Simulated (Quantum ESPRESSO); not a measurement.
## GaN in Quantum ESPRESSO: convergence with smearing width

Input of the first run (smearing width 0.5 eV); the others differ in this setting and in those tied to it:

pw.in

```
&CONTROL
  calculation = 'scf'
  prefix = 'pwscf'
  outdir = './tmp'
  pseudo_dir = './pseudo'
  tprnfor = .true.
  tstress = .true.
  disk_io = 'nowf'
/
&SYSTEM
  ibrav = 0
  nat = 2
  ntyp = 2
  ecutwfc = 84
  nbnd = 15
  occupations = 'smearing'
  smearing = 'fd'
  degauss = 0.03674932
/
&ELECTRONS
  conv_thr = 4d-10
  electron_maxstep = 120
  mixing_beta = 0.5
/
ATOMIC_SPECIES
Ga    69.7230 Ga.upf
N     14.0070 N.upf
CELL_PARAMETERS angstrom
   2.9806400000    0.0000000000    0.0000000000
  -1.4903200000    2.5813100000    0.0000000000
   0.0000000000    0.0000000000    2.6833700000
ATOMIC_POSITIONS crystal
Ga     0.6666700000    0.3333300000    0.5000000000
N      0.0000000000    0.0000000000    0.0000000000
K_POINTS automatic
10 10 10 0 0 0
```

Potentials or basis: PseudoDojo 0.4.1 SR PBEsol standard.

The run is started by

```sh
$ OMP_NUM_THREADS=1 pw.x -in pw.in > pw.out
```

The cell was built by a generator and needn't be a form met in nature.

Hardware: 1 thread of Arm Neoverse V2, on a shared host.

Task: The values tried are 0.5 eV, 0.3 eV, 0.2 eV, 0.136 eV, 0.1 eV, 0.05 eV, 0.025 eV, 0.01 eV, loosest first. From which on does the pressure stay within 0.1 GPa of the tightest run that finished?

Result: From 0.05 eV on.

| smearing width | energy less the tightest run, at zero smearing (meV/atom) | pressure (GPa) | SCF cycles | CPU time (s) | peak memory (GiB) |
| --- | --- | --- | --- | --- | --- |
| 0.5 eV | -2.26 | -3.65 | 9 | 54 | 0.11 |
| 0.3 eV | -0.92 | -5.23 | 9 | 53 | 0.11 |
| 0.2 eV | -0.10 | -5.78 | 9 | 53 | 0.11 |
| 0.136 eV | 0.16 | -6.05 | 9 | 51 | 0.11 |
| 0.1 eV | 0.25 | -6.17 | 9 | 50 | 0.11 |
| 0.05 eV | 0.19 | -6.30 | 9 | 51 | 0.11 |
| 0.025 eV | 0.04 | -6.36 | 10 | 57 | 0.11 |
| 0.01 eV | 0.00 | -6.39 | 9 | 50 | 0.11 |

Against the tightest run, the energy stays within 1 meV/atom from 0.3 eV on. Narrower smearing needs a denser k mesh, so at a fixed mesh the narrowest width isn't the most accurate. The tightest run that finished is the yardstick and may itself not be fully converged.
